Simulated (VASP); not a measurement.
# Al (Fm-3m) in VASP: a series of runs, part 2 of 2

VASP 6.6.1. Earlier steps stand in the parts before.

## (3) Single point, PBE

File INCAR:

```
PREC     = Accurate       # precision mode
ENCUT    = 400            # plane-wave cutoff, eV
EDIFF    = 1E-6           # SCF threshold, eV
ISMEAR   = -1             # smearing method
SIGMA    = 0.05           # smearing width, eV
LREAL    = F              # projectors in reciprocal space
LASPH    = T              # aspherical terms in the spheres
NELM     = 100            # most SCF steps
ALGO     = Fast           # electronic algorithm
ISIF     = 2              # what is computed and relaxed
LWAVE    = F              # write WAVECAR
LCHARG   = F              # write CHGCAR
GGA      = PE             # functional
```

File KPOINTS:

```
Automatic mesh
0
Gamma
  6 6 6
```

File POSCAR:

```
Al
1.0
    8.0800000000      0.0000000000      0.0000000000
    0.0000000000      8.0800000000      0.0000000000
    0.0000000000      0.0000000000      8.0800000000
Al
32
Direct
    0.0000000000      0.0000000000      0.0000000000
    0.0000000000      0.0000000000      0.5000000000
    0.0000000000      0.5000000000      0.0000000000
    0.0000000000      0.5000000000      0.5000000000
    0.5000000000      0.0000000000      0.0000000000
    0.5000000000      0.0000000000      0.5000000000
    0.5000000000      0.5000000000      0.0000000000
    0.5000000000      0.5000000000      0.5000000000
    0.0000000000      0.2500000000      0.2500000000
    0.0000000000      0.2500000000      0.7500000000
    0.0000000000      0.7500000000      0.2500000000
    0.0000000000      0.7500000000      0.7500000000
    0.5000000000      0.2500000000      0.2500000000
    0.5000000000      0.2500000000      0.7500000000
    0.5000000000      0.7500000000      0.2500000000
    0.5000000000      0.7500000000      0.7500000000
    0.2500000000      0.0000000000      0.2500000000
    0.2500000000      0.0000000000      0.7500000000
    0.2500000000      0.5000000000      0.2500000000
    0.2500000000      0.5000000000      0.7500000000
    0.7500000000      0.0000000000      0.2500000000
    0.7500000000      0.0000000000      0.7500000000
    0.7500000000      0.5000000000      0.2500000000
    0.7500000000      0.5000000000      0.7500000000
    0.2500000000      0.2500000000      0.0000000000
    0.2500000000      0.2500000000      0.5000000000
    0.2500000000      0.7500000000      0.0000000000
    0.2500000000      0.7500000000      0.5000000000
    0.7500000000      0.2500000000      0.0000000000
    0.7500000000      0.2500000000      0.5000000000
    0.7500000000      0.7500000000      0.0000000000
    0.7500000000      0.7500000000      0.5000000000
```

Potentials or basis: VASP PAW PBE potentials, release 64 (Al).

The run is started by

```
$ cat potpaw_PBE.64/Al/POTCAR > POTCAR
$ mpirun -np 1 vasp_std > vasp.out
```

OUTCAR:

```text
PREC = Accurate
   ENCUT = 400
   EDIFF = 1E-6
   ISMEAR = -1
   LREAL = F
   LASPH = T
   NELM = 100
   ISIF = 2
   GGA = PE

 ion  position               nearest neighbor table
   1  0.000  0.000  0.000-   9 2.86  10 2.86  11 2.86  12 2.86  17 2.86  18 2.86  21 2.86  22 2.86
                            25 2.86  27 2.86  29 2.86  31 2.86
   2  0.000  0.000  0.500-   9 2.86  10 2.86  11 2.86  12 2.86  17 2.86  18 2.86  21 2.86  22 2.86
                            26 2.86  28 2.86  30 2.86  32 2.86
   3  0.000  0.500  0.000-   9 2.86  10 2.86  11 2.86  12 2.86  19 2.86  20 2.86  23 2.86  24 2.86
                            25 2.86  27 2.86  29 2.86  31 2.86
   4  0.000  0.500  0.500-   9 2.86  10 2.86  11 2.86  12 2.86  19 2.86  20 2.86  23 2.86  24 2.86
                            26 2.86  28 2.86  30 2.86  32 2.86
   5  0.500  0.000  0.000-  13 2.86  14 2.86  15 2.86  16 2.86  17 2.86  18 2.86  21 2.86  22 2.86
                            25 2.86  27 2.86  29 2.86  31 2.86
   6  0.500  0.000  0.500-  13 2.86  14 2.86  15 2.86  16 2.86  17 2.86  18 2.86  21 2.86  22 2.86
                            26 2.86  28 2.86  30 2.86  32 2.86
   7  0.500  0.500  0.000-  13 2.86  14 2.86  15 2.86  16 2.86  19 2.86  20 2.86  23 2.86  24 2.86
[... 259 lines left out ...]
      1      -3.1310      2.00000
      2      -0.8814      2.00000
      3      -0.8814      2.00000
      4      -0.8814      2.00000
      5      -0.8814      2.00000
      6      -0.8814      2.00000
[... 1249 lines left out ...]
     59      11.4514      0.00000
     60      11.4514      0.00000
 [bands above 60 left out]

------------------------ aborting loop because EDIFF is reached ----------------------------------------

  FORCE on cell =-STRESS in cart. coord.  units (eV):
  Direction    XX          YY          ZZ          XY          YZ          ZX
  --------------------------------------------------------------------------------------
  -------------------------------------------------------------------------------------
  Total       -0.1706455     -0.1706455     -0.1706455     -0.0000000      0.0000000      0.0000000
  in kB       -0.5182882     -0.5182882     -0.5182882     -0.0000000      0.0000000      0.0000000
  external PRESSURE =      -0.5182882 kB  Pullay stress =       0.0000000 kB

 VOLUME and BASIS-vectors are now :
 -----------------------------------------------------------------------------
  energy-cutoff  :      400.00
  volume of cell :      527.51
      direct lattice vectors                 reciprocal lattice vectors
     8.080000000  0.000000000  0.000000000     0.123762376  0.000000000  0.000000000
     0.000000000  8.080000000  0.000000000     0.000000000  0.123762376  0.000000000
     0.000000000  0.000000000  8.080000000     0.000000000  0.000000000  0.123762376

 POSITION                                       TOTAL-FORCE (eV/Angst)
 -----------------------------------------------------------------------------------
      0.00000      0.00000      0.00000         0.000000      0.000000      0.000000
      0.00000      0.00000      4.04000         0.000000     -0.000000     -0.000000
      0.00000      4.04000      0.00000        -0.000000     -0.000000      0.000000
      0.00000      4.04000      4.04000         0.000000      0.000000     -0.000000
      4.04000      0.00000      0.00000         0.000000     -0.000000      0.000000
      4.04000      0.00000      4.04000        -0.000000      0.000000     -0.000000
[... 24 lines left out ...]
      6.06000      6.06000      0.00000        -0.000000     -0.000000      0.000000
      6.06000      6.06000      4.04000        -0.000000     -0.000000      0.000000
 -----------------------------------------------------------------------------------
    total drift:                               -0.000000     -0.000000      0.000000

  FREE ENERGIE OF THE ION-ELECTRON SYSTEM (eV)
  ---------------------------------------------------
  free  energy   TOTEN  =      -119.8444099178 eV

  energy  without entropy=     -119.7100969504  energy(sigma->0) =     -119.77725343
```

OSZICAR:

```text
N       E                     dE             d eps       ncg     rms          rms(c)
DAV:   1     0.109232199272E+03    0.10923E+03   -0.28552E+04  2600   0.958E+02
DAV:   2    -0.106970628272E+03   -0.21620E+03   -0.20248E+03  3057   0.135E+02
DAV:   3    -0.120266254606E+03   -0.13296E+02   -0.12509E+02  3198   0.269E+01
DAV:   4    -0.120565191570E+03   -0.29894E+00   -0.29506E+00  3044   0.412E+00
DAV:   5    -0.120569787740E+03   -0.45962E-02   -0.45883E-02  2997   0.546E-01    0.738E+00
RMM:   6    -0.120150381978E+03    0.41941E+00   -0.50107E-02  2630   0.757E-01    0.433E+00
RMM:   7    -0.119846147939E+03    0.30423E+00   -0.13607E-01  2729   0.119E+00    0.560E-01
RMM:   8    -0.119844354649E+03    0.17933E-02   -0.71517E-03  2842   0.283E-01    0.540E-02
RMM:   9    -0.119844425230E+03   -0.70581E-04   -0.10088E-03  2955   0.122E-01    0.755E-02
RMM:  10    -0.119844434877E+03   -0.96470E-05   -0.17798E-04  2994   0.411E-02    0.237E-01
RMM:  11    -0.119844416506E+03    0.18371E-04   -0.37680E-05  3015   0.195E-02    0.102E-01
RMM:  12    -0.119844411071E+03    0.54351E-05   -0.88883E-06  2539   0.105E-02    0.412E-02
RMM:  13    -0.119844409826E+03    0.12450E-05   -0.18856E-06  1795   0.482E-03    0.282E-02
RMM:  14    -0.119844409918E+03   -0.92193E-07   -0.63206E-07  1520   0.334E-03
   1 F= -.11984441E+03 E0= -.11977725E+03  d E =-.134313E+00
```

stdout:

```text
POSCAR found type information on POSCAR Al
 POSCAR found :  1 types and      32 ions
 scaLAPACK will be used
 -----------------------------------------------------------------------------
|                                                                             |
|                                                                             |
|     You have a (more or less) 'large supercell' and for larger cells it     |
|     might be more efficient to use real-space projection operators.         |
|     Therefore, try LREAL= Auto in the INCAR file.                           |
|     Mind: For very accurate calculation, you might also keep the            |
|     reciprocal projection scheme (i.e. LREAL=.FALSE.).                      |
|                                                                             |
 -----------------------------------------------------------------------------

 LDA part: xc-table for (Slater+PW92), standard interpolation
 POSCAR, INCAR and KPOINTS ok, starting setup
 FFT: planning ... GRIDC
 FFT: planning ... GRID_SOFT
 FFT: planning ... GRID
 WAVECAR not read
 entering main loop
```

Run time: 3.9 min. Hardware: 1 thread of Intel Xeon 6975P-C (Granite Rapids), shared host; peak memory 0.57 GiB.

Results:

```yaml
Free_energy: -119.8444 eV
Pressure: -0.1 GPa
Band_gap_on_the_k_mesh: none (metal or under the smearing width)
```

## (4) Single point, LDA

File INCAR:

```
SYSTEM = Al
PREC = Accurate
ENCUT = 400
EDIFF = 1E-6
ISMEAR = -1
SIGMA = 0.05
LREAL = .False.
LASPH = .True.
NELM = 80
ALGO = Normal
ISIF = 2
LWAVE = .False.
LCHARG = .False.
NBANDS = 70
```

File KPOINTS:

```
regular mesh
0
Gamma
  6 6 6
  0 0 0
```

POSCAR is that of step 3.

Potentials or basis: VASP PAW LDA potentials, release 64 (Al).

The run is started by

```
$ cat potpaw_LDA.64/Al/POTCAR > POTCAR
$ mpirun -np 1 vasp_std > vasp.out
```

Run time: 4.2 min. Hardware: 1 thread of Intel Xeon 6975P-C (Granite Rapids), shared host; peak memory 0.49 GiB.

It converged, with:

```
Free energy            : -133.8939 eV
Pressure               : -3.2 GPa
Band gap on the k mesh : none (metal or under the smearing width)
```

Levels at points of the mesh, in eV from the Fermi level:
```
           k point  band 45  band 46  band 47  band 48  band 49  band 50  band 51  band 52
(0.00, 0.00, 0.00)    -0.81     0.23     0.23     0.23     0.23     0.23     0.23     1.02
(0.50, 0.00, 0.00)    -0.29    -0.29    -0.29    -0.29    -0.29    -0.29    -0.29    -0.29
(0.50, 0.50, 0.00)    -0.42    -0.42    -0.42    -0.42     0.85     0.85     0.85     0.85
(0.50, 0.50, 0.50)    -0.74    -0.74    -0.74    -0.74    -0.74    -0.74    -0.74    -0.74
```

## (5) Single point, r2SCAN

File INCAR:

```
SYSTEM = Al
PREC = Accurate
ENCUT = 400
EDIFF = 1E-6
ISMEAR = -1
SIGMA = 0.05
LREAL = .FALSE.
LASPH = .TRUE.
NELM = 80
ALGO = Normal
ISIF = 2
LWAVE = .FALSE.
LCHARG = .TRUE.
METAGGA = R2SCAN
LMIXTAU = .TRUE.
LELF = .TRUE.
LVHAR = .TRUE.
NBANDS = 70
```

File KPOINTS:

```
Automatic mesh
0
G
  6 6 6
  0 0 0
```

POSCAR is that of step 4.

Potentials or basis: VASP PAW PBE potentials, release 64 (Al).

The run is started by

```
$ cat potpaw_PBE.64/Al/POTCAR > POTCAR
$ mpirun -np 1 vasp_std > vasp.out
```

It took 32 min on 1 thread of Intel Xeon Platinum 8488C (Sapphire Rapids), shared host; peak memory 0.57 GiB.

The run converged. Its results:

```yaml
Free_energy: -215.3960 eV
Pressure: -3.4 GPa
Band_gap_on_the_k_mesh: none (metal or under the smearing width)
```

Levels at points of the mesh, in eV from the Fermi level:
```tsv
k point	band 46	band 47	band 48	band 49	band 50	band 51
(0.00, 0.00, 0.00)	0.06	0.06	0.06	0.06	0.06	0.06
(0.50, 0.00, 0.00)	-0.37	-0.37	-0.37	-0.37	-0.37	-0.37
(0.50, 0.50, 0.00)	-0.24	-0.24	-0.24	0.91	0.91	0.91
(0.50, 0.50, 0.50)	-0.78	-0.78	-0.78	-0.78	-0.78	-0.78
```

Caveat: the PAW data sets were made with another functional, which shifts forces and pressure a little.

## (6) The runs side by side

| level | potentials or basis | gap on the mesh (eV) | pressure (GPa) |
| --- | --- | --- | --- |
| PBEsol | VASP PAW PBE potentials, release 64 (Al) | none | -1.5 |
| PBE | VASP PAW PBE potentials, release 64 (Al) | none | -0.1 |
| LDA | VASP PAW LDA potentials, release 64 (Al) | none | -3.2 |
| r2SCAN | VASP PAW PBE potentials, release 64 (Al) | none | -3.4 |

Alike in all rows: task single point; no spin polarisation; cell as given; k mesh 6 × 6 × 6; cutoff (eV) 400; smearing fermi-dirac 0.05 eV.

Caveats: the PAW data sets were made with another functional, which shifts forces and pressure a little (some runs).

Total energies depend on the potentials used, so only differences within one code and one set of settings carry meaning.
